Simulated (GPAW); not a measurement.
# Magnetic state of Ni3 Cu6 Ni3 111 from several starts, part 2 of 2

A self-consistent run ends on one state, which hangs on the start. Several orders of Ni3 Cu6 Ni3 111 are started in GPAW and their energies compared.

GPAW 26.7.0; PBE; plane waves with GPAW's PAW setups, scalar-relativistic.

So far. Step 2 (Order 1, typed as ferro ++++++): After 67 cycles the largest moment stands at 0.756 μB.

## 3. Start 2: antiferro +++---

An opposed order shows whether the pairs that it reverses prefer unlike signs.

order2.py

```python
import json
import numpy as np
from ase import Atoms
from ase.parallel import paropen, parprint
from gpaw import GPAW

atoms = Atoms(['Ni', 'Ni', 'Ni', 'Cu', 'Cu', 'Cu', 'Cu', 'Cu', 'Cu', 'Ni', 'Ni', 'Ni'],
    cell=[[2.556191, 0.0, 0.0],
         [-1.278096, 2.213726, 0.0],
         [0.0, 0.0, 34.142866]],
    scaled_positions=[[0.0, 0.0, 0.175732],
         [0.333333, 0.666667, 0.232149],
         [0.666667, 0.333333, 0.288566],
         [0.0, 0.0, 0.347312],
         [0.333333, 0.666667, 0.408387],
         [0.666667, 0.333333, 0.469462],
         [0.0, 0.0, 0.530538],
         [0.333333, 0.666667, 0.591613],
         [0.666667, 0.333333, 0.652688],
         [0.0, 0.0, 0.711434],
         [0.333333, 0.666667, 0.767851],
         [0.666667, 0.333333, 0.824268]],
    pbc=True,
    magmoms=[0.8, 0.8, 0.8, 0.0, 0.0, 0.0, 0.0, 0.0, 0.0, -0.8, -0.8, -0.8])
atoms.calc = GPAW(mode={'name': 'pw', 'ecut': 450},
    xc='PBE',
    kpts={'size': (20, 20, 1), 'gamma': True},
    occupations={'name': 'fermi-dirac', 'width': 0.05},
    convergence={'density': 1e-05, 'energy': 1e-05},
    maxiter=200,
    mixer={'name': 'pulay', 'beta': 0.03, 'nmaxold': 8, 'weight': 100},
    symmetry={'tolerance': 1e-4},
    txt='order2.txt')
e = atoms.get_potential_energy(force_consistent=True)
res = {'free_energy': e, 'energy_sigma0': atoms.get_potential_energy(), 'fermi_energy': atoms.calc.get_fermi_level()}
res['moments'] = atoms.get_magnetic_moments().tolist()
res['total'] = atoms.get_magnetic_moment()
parprint('site moments (muB):', np.round(res['moments'], 3))
parprint(f"total moment: {res['total']:.3f} muB")
parprint(f'free energy: {e:.6f} eV')
atoms.calc.write('order2.gpw')
with paropen('results.json', 'w') as f:
    json.dump(res, f)
```

Launch:

```sh
OMP_NUM_THREADS=1 mpirun -n 4 gpaw python order2.py > order2.log
```

Numbers of over 12 decimals in the logs are rounded to 6 here.

Output:

```text
site moments (muB): [ 0.754  0.724  0.5   -0.002 -0.002  0.001 -0.001  0.002  0.002 -0.5
 -0.724 -0.754]
total moment: -0.000 muB
free energy: -63.855586 eV

--- order2.txt ---
Input parameters:
  mode=PW(ecut=450),
  convergence={'density': 1e-05, 'energy': 1e-05},
  kpts=MonkhorstPack(size=(20, 20, 1), gamma=True),
  maxiter=200,
  mixer=Pulay(name='pulay', nmaxold=8, beta=0.03, weight=100, sigma=0.015, g_ss=None),
  occupations=Occupations(name='fermi-dirac', width=0.05),
  symmetry=Symmetry(tolerance=0.0001),
  xc=XC(name='PBE')

Diagonalizing LCAO Hamiltonian
Converting LCAO to pw mode

           Ni

        Ni

       Ni

           Cu

        Cu

       Cu

           Cu

        Cu

       Cu

           Ni

        Ni

       Ni

Atoms  # Å, Bohr magnetons
|    | symbol |         x |        y |         z |    initial magnetic moments |
|----|--------|-----------|----------|-----------|-----------------------------|
|  0 |     Ni |  0.000000 | 0.000000 |  5.999994 | ( 0.0000,  0.0000,  0.8000) |
|  1 |     Ni | -0.000002 | 1.475818 |  7.926232 | ( 0.0000,  0.0000,  0.8000) |
|  2 |     Ni |  1.278097 | 0.737908 |  9.852470 | ( 0.0000,  0.0000,  0.8000) |
|  3 |     Cu |  0.000000 | 0.000000 | 11.858227 | ( 0.0000,  0.0000,  0.0000) |
|  4 |     Cu | -0.000002 | 1.475818 | 13.943503 | ( 0.0000,  0.0000,  0.0000) |
|  5 |     Cu |  1.278097 | 0.737908 | 16.028778 | ( 0.0000,  0.0000,  0.0000) |
|  6 |     Cu |  0.000000 | 0.000000 | 18.114088 | ( 0.0000,  0.0000,  0.0000) |
|  7 |     Cu | -0.000002 | 1.475818 | 20.199363 | ( 0.0000,  0.0000,  0.0000) |
|  8 |     Cu |  1.278097 | 0.737908 | 22.284639 | ( 0.0000,  0.0000,  0.0000) |
|  9 |     Ni |  0.000000 | 0.000000 | 24.290396 | ( 0.0000,  0.0000, -0.8000) |
| 10 |     Ni | -0.000002 | 1.475818 | 26.216634 | ( 0.0000,  0.0000, -0.8000) |
| 11 |     Ni |  1.278097 | 0.737908 | 28.142872 | ( 0.0000,  0.0000, -0.8000) |

Unit cell  # Å
| periodic |         x |        y |         z |   lengths |     angles |
|----------|-----------|----------|-----------|-----------|------------|
|      yes |  2.556191 | 0.000000 |  0.000000 |  2.556191 |  90.000000 |
|      yes | -1.278096 | 2.213726 |  0.000000 |  2.556191 |  90.000000 |
|      yes |  0.000000 | 0.000000 | 34.142866 | 34.142866 | 120.000014 |

Number of symmetries: 6

BZ-sampling:
  Number of BZ points: 400
  Number of IBZ points: 44

  Monkhorst-Pack size: [20, 20, 1]
  Monkhorst-Pack shift: [0.025, 0.025, 0.0]

Plane wave coefficients: 4285
Cutoff: 450.000000 eV

Spin-components: 2 (collinear spins)
Bands:           102
Projectors:      72
Spin-degeneracy: 1
Datatype:        complex128

Parallelization:
  kpt:    4
  domain: 1
  band:   1

Density:
  Valence electrons: 162.0
  Components: 2
  Grid points: [ 14  14 168]
  Charge: 0.0  # |e|

Potential:
  Grid points: [ 14  14 168]

[... setups left out ...]
Reference energy: -518336.701730  # eV

eigensolver:
  PPCG
  Converge bands: occupied
  niter=2

density mixing:
  Pulay-Mixer
  Linear mixing parameters: 0.03
  Old densities: 8
  Fourier metric: weight=100, sigma=0.015

occupation numbers:
  Fermi-Dirac:
    width: 0.0500  # eV

poisson solver:
  ecut: 3600.000000  # eV

xc functional:
  name: PBE with 2 nearest neighbor stencil

convergence criteria:
- Maximum integral of absolute [dens]ity change: 1e-05 electrons / valence electron
- Maximum [total energy] change in last 3 cyles: 1e-05 eV / valence electron
- Maximum integral of absolute [eigenst]ate change: 4e-08 eV^2 / valence electron
maximum number of iterations: 200

SCF iterations
|iter     |      energy | eigst |  dens |  magmom |
|---------|-------------|-------|-------|---------|
|iter:   1|       0s |  -96.064711 | +0.58 |       |  +0.0000|
|iter:   2|      21s | -309.059013 | +1.46 | -0.73 |  +0.0000|
|iter:   3|      42s |  -76.391905 | +0.50 | -0.54 |  +0.0000|
|iter:   4|      63s |  -67.822933 | -0.51 | -1.00 |  +0.0005|
|iter:   5|      83s |  -71.303320 | -1.53 | -1.17 |  -0.0157|
|iter:   6|     104s |  -66.667836 | -1.61 | -1.01 |  -0.0177|
|iter:   7|     125s |  -65.080787 | -1.82 | -1.11 |  -0.0336|
|iter:   8|     146s |  -64.735515 | -2.08 | -1.30 |  -0.0282|
|iter:   9|     166s |  -64.560292 | -2.34 | -1.36 |  -0.0339|
|iter:  10|     187s |  -64.014867 | -1.94 | -1.42 |  -0.0330|
[... 47 iterations left out ...]
|iter:  58|    1137s |  -63.807550c| -7.79c| -4.57 |  -0.0001|
|iter:  59|    1147s |  -63.807549c| -8.14c| -4.64 |  -0.0001|
|iter:  60|    1157s |  -63.807550c| -8.39c| -4.64 |  -0.0000|
|iter:  61|    1167s |  -63.807550c| -8.47c| -4.65 |  -0.0001|
|iter:  62|    1177s |  -63.807550c| -7.70c| -4.66 |  -0.0000|
|iter:  63|    1187s |  -63.807548c| -7.91c| -4.74 |  -0.0000|
|iter:  64|    1197s |  -63.807547c| -7.90c| -4.82 |  -0.0000|
|iter:  65|    1207s |  -63.807546c| -7.95c| -4.90 |  -0.0000|
|iter:  66|    1217s |  -63.807547c| -7.97c| -4.95 |  -0.0000|
|iter:  67|    1227s |  -63.807546c| -8.15c| -5.01c|  -0.0000|

Converged in 67 steps
Energy contributions relative to reference atoms: (reference = -518336.701730)

Energy contributions:
  Kinetic:         -39.553396
  Coulomb:          33.589276
  Zero:              1.499083
  External:          0.000000
  Xc:              -59.294467
  Entropy:          -0.096081
  Spinorbit:         0.000000
  ----------------------------
  Free energy:     -63.855586
  Extrapolated:    -63.807546

dipole moment: (-10.752456, -18.706615, -0.000016)  # |e|*Ang

Total magnetic moment: (0.000000, 0.000000, -0.000030)

Local magnetic moments
|        x |        y |         z |
|----------|----------|-----------|
| 0.000000 | 0.000000 |  0.753771 |  # Ni   0
| 0.000000 | 0.000000 |  0.723984 |  # Ni   1
| 0.000000 | 0.000000 |  0.500203 |  # Ni   2
| 0.000000 | 0.000000 | -0.002489 |  # Cu   3
| 0.000000 | 0.000000 | -0.001574 |  # Cu   4
| 0.000000 | 0.000000 |  0.001455 |  # Cu   5
| 0.000000 | 0.000000 | -0.001456 |  # Cu   6
| 0.000000 | 0.000000 |  0.001573 |  # Cu   7
| 0.000000 | 0.000000 |  0.002487 |  # Cu   8
| 0.000000 | 0.000000 | -0.500248 |  # Ni   9
| 0.000000 | 0.000000 | -0.723975 |  # Ni  10
| 0.000000 | 0.000000 | -0.753765 |  # Ni  11

Fermi level: 4.407
Eigenvalues  # (at kpt = [-0.000, -0.000, 0.000])
| band index |      eig [eV] | occ [0-1] |      eig [eV] | occ [0-1] |
|------------|---------------|-----------|---------------|-----------|
|          0 |       -59.862 |     1.000 |       -59.862 |     1.000 |
|        ... |               |           |               |           |
|         79 |         3.389 |     1.000 |         3.389 |     1.000 |
|         80 |         3.389 |     1.000 |         3.389 |     1.000 |
|         81 |         3.743 |     1.000 |         3.743 |     1.000 |
|         82 |         3.744 |     1.000 |         3.744 |     1.000 |
|         83 |         3.777 |     1.000 |         3.777 |     1.000 |
|         84 |         3.777 |     1.000 |         3.777 |     1.000 |
|         85 |         4.010 |     1.000 |         4.010 |     1.000 |
|         86 |         4.010 |     1.000 |         4.010 |     1.000 |
|         87 |         4.566 |     0.040 |         4.566 |     0.040 |
|         88 |         4.573 |     0.035 |         4.573 |     0.035 |
|         89 |         4.574 |     0.035 |         4.574 |     0.035 |
|         90 |         4.618 |     0.015 |         4.618 |     0.015 |
|         91 |         8.981 |     0.000 |         8.981 |     0.000 |
|         92 |         9.067 |     0.000 |         9.067 |     0.000 |
|         93 |         9.700 |     0.000 |         9.700 |     0.000 |
|         94 |        10.821 |     0.000 |        10.821 |     0.000 |
|        ... |               |           |               |           |
|        101 |        19.354 |     0.000 |        19.354 |     0.000 |

No gap
No difference between direct/indirect transitions
```

The job ended after 21 min (4 MPI ranks of Arm Neoverse V1, shared host; peak memory 1.7 GiB; 84 min of CPU time).

Spin moment in the augmentation sphere by atom:

| atom | spin moment in the augmentation sphere (μB) |
| --- | --- |
| Ni1 | 0.754 |
| Ni2 | 0.724 |
| Ni3 | 0.500 |
| Cu4 | -0.002 |
| Cu5 | -0.002 |
| Cu6 | 0.001 |
| Cu7 | -0.001 |
| Cu8 | 0.002 |
| Cu9 | 0.002 |
| Ni10 | -0.500 |
| Ni11 | -0.724 |
| Ni12 | -0.754 |

This step gave:

```yaml
magnetization: 0 μB
final_state: antiferromagnetic
```

It lies 0.397 meV a seeded atom over the first start, and its largest moment is 0.754 μB against 0.756 μB.

## 4. The states side by side

These are free energies at a smearing of 0.05 eV, so its entropy term is in the differences. They are divided by the number of seeded atoms, so that cells of unlike size compare.

Orders:

| start | final state | typed order kept | energy over the lowest (meV a seeded atom) | largest site moment (μB) | net moment (μB a primitive cell) | mesh matched | CPU time (s) |
| --- | --- | --- | --- | --- | --- | --- | --- |
| ferro ++++++ | ferromagnetic | yes | 0 | 0.7562 | 3.721 | yes | 5205 |
| antiferro +++--- | antiferromagnetic | yes | 0.3971 | 0.7538 | 0 | yes | 5061 |

## 5. What came out

```
lowest state found  : ferromagnetic (typed ferro ++++++)
largest site moment : 0.756 μB
next state          : antiferromagnetic, 0.397 meV a seeded atom higher
```

What this shows: The lowest state found is ferromagnetic, reached from the start ferro ++++++, with moments up to 0.756 μB. The two lowest states lie so close that the mesh, the functional or spin–orbit coupling could swap them. This is the lowest of 2 finished starts, no proof of the ground state.

[Logs and program files are shortened in this print: banners, set-up blocks, solver, clock and traceback lines can be left out without a mark of their own.]

[Logs are printed without paths, hosts, clocks, repeated set-up lines and the standing remarks that a program may print on its own settings, such as how far it seeks lower states.]

[Hosts, paths, dates, database ids (printed as entryN), source tags and the programs' standing remarks are cut or masked in the printed files.]

[Where a cell is said to come from a database of computed structures, the database is the Materials Project.]
